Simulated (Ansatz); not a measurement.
Runs of Ansatz 0.2.0 on MnO2. The structure is tetragonal, space group P4_2/mnm (No. 136). Conventional cell: a = 4.400 Å, b = 4.400 Å, c = 2.867 Å, α = 90.00°, β = 90.00°, γ = 90.00°. Mn (site symmetry mmm) is surrounded by 6 O at 1.88 to 1.90 Å. O (site symmetry m2m) is surrounded by 3 Mn at 1.88 to 1.90 Å. The cell is a database's computed one.

```csv
spin,k mesh,gap on the mesh (eV),pressure (GPa),moment (μB),largest force (eV/Å)
"collinear, ferrimagnetic start",6 × 6 × 9,none,3.0,0.00,0.12
"non-collinear, random start",5 × 5 × 7,none,3.0,0.00,0.12
off,6 × 6 × 9,none,(a),-,0.26
"collinear, antiferromagnetic start",6 × 6 × 9,none,3.0,0.00,0.12
"collinear, random start",6 × 6 × 9,none,3.0,0.00,0.12
```

Alike in all rows: task single point; level PBE; potentials or basis Ansatz PAW; cell as given; cutoff (eV) 420; smearing fermi-dirac 0.05 eV.

Q: Fill in the values left out.

A: (a) -6.0.

Caveats: semilocal functionals often make such compounds metallic where correlation or magnetic order opens a gap, which also shifts bond lengths; the starting moments weren't kept (some runs).

A gap of «none» marks a metal or a gap under the smearing width.
